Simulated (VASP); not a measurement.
```xyz
2
Lattice="0.0000 3.0285 3.0285 3.0285 0.0000 3.0285 3.0285 3.0285 0.0000" Properties=species:S:1:pos:R:3 pbc="T T T"
Al     0.0000     0.0000     0.0000
Sb     1.5143     1.5143     1.5143
```

Computed with PBE GGA, VASP's PBE PAW potentials (set 64) (plane waves; VASP). Settings: PREC = Normal, 350 eV cut-off, 4×4×4 Γ-centred mesh, Gaussian smearing of 0.010 eV, potentials Al_GW Sb_d_GW.

Unless said otherwise, spin-orbit coupling is left out, though it shifts the bands of the heavy elements here.

### Question
What does the run give for the energy per atom (σ→0), pressure, band gap (on the k-mesh) with the smallest direct gap where there is one?

### Answer

```
Item                                         Result
-----------------------------------  --------------
band gap (on the k-mesh)                    1.14 eV
smallest direct gap (on the k-mesh)         1.92 eV
energy per atom (σ→0)                -4.024 eV/atom
pressure                                   4.64 GPa
```

The compound is AlSb in the zinc blende structure. This cell is one point of a volume scan, at 0.96 of the reference volume. The k-mesh is coarse (spacing up to 0.45 per Å, 2π included), so the numbers may not be converged in it.
